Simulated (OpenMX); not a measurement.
MgS (Niningerite):

```
S Mg
1.0
     0.00000    2.60165    2.60165
     2.60165    0.00000    2.60165
     2.60165    2.60165    0.00000
S Mg
1 1
Direct
  0.50000 0.50000 0.50000
  0.00000 0.00000 0.00000
```

Base run:

```yaml
Program: OpenMX 3.8.5
Functional: PBE
Potentials_or_basis: OpenMX 2013 PBE set, S7.0-s2p2d1f1, Mg7.0-s3p2d1, grid cutoff 500 Ry
k_mesh: 7 × 7 × 7
Occupations: fermi-dirac, width 0.05 eV
Spin: no spin polarisation
```

Its results: band gap on the k mesh 2.95 eV, indirect (least direct gap 3.83 eV); pressure 1.9 GPa.

Problem. The run is repeated on the same cell with these changes: potentials or basis from OpenMX 2013 PBE set, S7.0-s2p2d1f1, Mg7.0-s3p2d1, grid cutoff 500 Ry to OpenMX 2013 PBE set, S7.0-s2p2d1, Mg7.0-s3p2, grid cutoff 500 Ry. What comes out?

Solution. Band gap on the k mesh 2.84 eV, indirect (least direct gap 3.75 eV); pressure 1.7 GPa.

Caveats: the mesh misses the band edges, which the band path finds closer together; the basis of atomic orbitals isn't converged, which shifts pressures, moduli and gaps.
